**AlN in the zinc-blende structure: size, stiffness and the cost of a squeeze**

Each row is the same crystal, scaled uniformly and computed with PBE for atoms at rest. Energies count from the minimum of the curve, and a positive pressure means that the crystal pushes outward.

VASP 6.6.1, PBE with the recommended PAW potentials, no spin polarisation: zinc-blende AlN (2-atom cell) at uniformly scaled volumes, with fractional coordinates fixed. The plane-wave cutoff is 520 eV, the k mesh 10×10×10 and the Fermi–Dirac smearing width 0.05 eV. Energies are counted from the minimum of the fitted equation of state.

```
volume (Å³/atom)  energy (meV/atom)  pressure (GPa)
            9.79              49.17          19.350
           10.00              27.46          13.940
           10.21              12.43           9.040
           10.42               3.49           4.600
           10.63               0.07           0.560
           10.83               1.66          -3.110
           11.04               7.79          -6.430
```

**1. Is the row of lowest energy the equilibrium crystal?**

Not quite. At 10.63 Å³ per atom the pressure is still +0.56 GPa, so the crystal would expand a little if released. In the next row it has become negative, and the crystal would contract. Equilibrium lies between the two, at 10.66 Å³. Read row by row, the pressure shows this more plainly than the energy does: near a minimum the energy is almost flat, while its slope passes steeply through zero.

**2. How far is the cell at 10.42 Å³ from equilibrium?**

Its pressure is enough for an estimate. The bulk modulus $B$ is the pressure needed per relative change of volume, and the energy curve gives $B = 193$ GPa at equilibrium. With $P = 4.60$ GPa, the cell should expand by $P/B = 4.60/193 = 0.024$, or 2.4 %. The equation of state gives 2.34 %. The estimate is slightly high chiefly because the compressed crystal is stiffer than the equilibrium value of $B$ assumes.

The energy stored follows in the same way. If the pressure falls evenly to zero during the expansion $\Delta V$ just estimated, the work released is

$$\tfrac12 P\,\Delta V = \tfrac12 \times 4.60\ \text{GPa} \times 0.248\ \text{Å}^3 = 0.570\ \text{GPa Å}^3 .$$

One GPa Å³ is 6.24 meV, so this makes 3.56 meV per atom, against 3.49 in the table. That row helped to fix $B$, but its pressure did not enter the fit.

**3. Does a squeeze cost as much as an equal stretch?**

No, the squeeze costs more. The last row is stretched by 0.38 Å³ per atom and lies 7.79 meV above the minimum. A compression by the same volume would cost 8.76 meV, read from a smooth curve through all seven energies. The stiffness shows the same asymmetry: the modulus obtained from neighbouring pressures falls at every step of expansion, from 257 to 174 GPa.

**4. Why does the crystal stiffen when it is compressed?**

Two tendencies balance at the equilibrium bond length. The attraction between aluminium and nitrogen, partly ionic and partly covalent, favours short bonds and changes gradually with distance. The repulsion has a short range. When the electron clouds of neighbouring atoms are pushed into each other, the Pauli principle forces the electrons into states of higher kinetic energy, and this cost climbs steeply.

At equilibrium the two forces cancel, but their rates of change do not. The stiffness comes mainly from the steep repulsion, which becomes steeper still as the bond shortens. On stretching, the repulsion fades quickly and leaves a softer crystal. This explanation is argued from theory; the table shows the stiffening itself, not the two contributions.

**5. Would ordinary springs between the atoms do as well?**

They give some stiffening, but far too little. To see this, let the energy be a parabola in some power $p$ of the volume, $E = K(x^p-1)^2$, where $x = V/V_0$, $V_0$ is the equilibrium volume and $K$ sets the strength. With $u=\ln x$, the energy near the minimum is $Kp^2(u^2+pu^3)$. The pressure is $P=-\mathrm{d}E/\mathrm{d}V$ and the modulus is $B=-\mathrm{d}P/\mathrm{d}u$. Carrying this through gives the growth of the modulus with pressure at equilibrium:

$$B' = \frac{\mathrm{d}B}{\mathrm{d}P} = 2-3p .$$

A spring is a parabola in the bond length, so $p=1/3$ and $B'=1$. The equation of state of this crystal has $B'=3.93$: each added GPa of pressure raises the modulus by about 4 GPa. That is close to the result for $p=-2/3$, which is $B'=4$ and belongs to the Birch–Murnaghan form of second order. Written in the bond length $d$, this form contains a repulsive term in $1/d^4$ and an attractive one in $1/d^2$. It thus has the imbalance that a spring lacks, although the powers should not be read as the true force law.

Both forms were fitted to all seven energies with three constants each, and the slopes of the fitted curves were then compared with the computed pressures. The spring misses by up to 0.8 GPa, and the sign of its error changes along the curve. The Birch form lies about 0.1 GPa above the computed pressure in every row, an offset that question 7 takes up. The analysis printed below gives the comparison row by row.

**6. What would change if phosphorus replaced nitrogen?**

Phosphorus is larger, so the bonds would be longer and the crystal softer. It is tempting to take the amount from this table, where a bond shorter by 1 % goes with a modulus about 12 % higher. Carried to the bond length of AlP, roughly 2.4 Å as recalled, that rule predicts only 13 GPa. The real modulus is roughly 90 GPa, also a recalled value.

The rule fails because it describes a different change. Stretching AlN that far, well beyond the volumes in the table, takes its atoms out of the range where the repulsion is steep. A tension still pulls the crystal back, but on so long a stretch it stops growing and can even fall, so the stiffness is lost. In AlP the larger atoms are in contact at the longer distance, so the balance of attraction and steep repulsion is set up anew. For a neighbouring compound, then, a longer natural bond suggests a softer crystal, though far less soft than this rule says, and one that will again stiffen when it is compressed.

**7. Which digits can be trusted?**

The pressure can be obtained in two ways: directly, or from the slope of the energy. The direct values are lower in every row, by about 0.1 GPa. A likely cause is the finite plane-wave basis. At a fixed cutoff a larger cell receives more plane waves, which lowers its energy a little further; the slope includes this gain, the direct pressure does not. A run with a higher cutoff would test this, since the gap should then shrink.

For the equilibrium volume this disagreement amounts to only a few hundredths of a percent. The physics left out weighs more. Zero-point motion of the atoms would expand the crystal by something of the order of one percent, and PBE itself usually makes lattices slightly too large. The third digit of the volume is therefore sound as a PBE result for a static lattice, but not as a prediction for a real sample.

For practical use the structure matters too. AlN is normally wurtzite, and strong compression favours rocksalt, so every row describes a crystal held in the zinc-blende structure, not the most stable form at that pressure.

Output of the analysis:

```
fit of energy on 7 rows: constant 0.009116 +/- 0.0063, coefficient of feul -0.426 +/- 0.62, coefficient of feul2 57899 +/- 29; rms 0.00935, worst 10.0 -0.0171, leave-one-out rms 0.025
fit of energy on 7 rows: constant -0.3488 +/- 0.2, coefficient of stretch -9.714 +/- 10, coefficient of stretch2 17180 +/- 264; rms 0.292, worst 10.0 0.329, leave-one-out rms 0.782
fit of lnb on 6 rows: constant 5.264 +/- 0.0016, coefficient of lnd -11.57 +/- 0.11; rms 0.00261, worst 11.04 0.00432, leave-one-out rms 0.00466
Rows compared:
    row  bond_A  meV_per_A6  modulus_from_previous_row_GPa  Euler_minus_stress_GPa  spring_minus_stress_GPa
   9.79   1.853       65.18                            n/a                  0.1277                  -0.7681
   10.0   1.866          63                            257                   0.107                 -0.08427
  10.21   1.879       60.87                          237.6                  0.0908                    0.281
  10.42   1.891       58.84                          219.8                 0.07777                   0.3671
  10.63   1.904       56.53                            204                 0.08143                   0.2233
  10.83   1.916       55.37                            189                 0.09133                  -0.1295
  11.04   1.928       53.52                          174.3                  0.0908                  -0.6804
Energy at compression equal to the stretch of the last row (meV/atom): 8.758
Volume where the stress pressure vanishes (A^3/atom): 10.66
Energy-fit volume above that volume (percent): 0.0319
Equilibrium bond length (A): 1.906
Bulk modulus from energies (GPa): 193.4
Bulk modulus from pressure differences at equilibrium (GPa): 193.3
Rise of modulus for a bond shorter by 1 percent (percent): 12.33
Expansion of the given cell estimated as P/B (percent): 2.379
Energy of the given cell estimated as P^2 V/2B (meV/atom): 3.558
Zero-point expansion of volume, order of magnitude only (percent): 0.7535
Modulus if the power law were wrongly carried to the AlP bond (GPa): 13.43
```
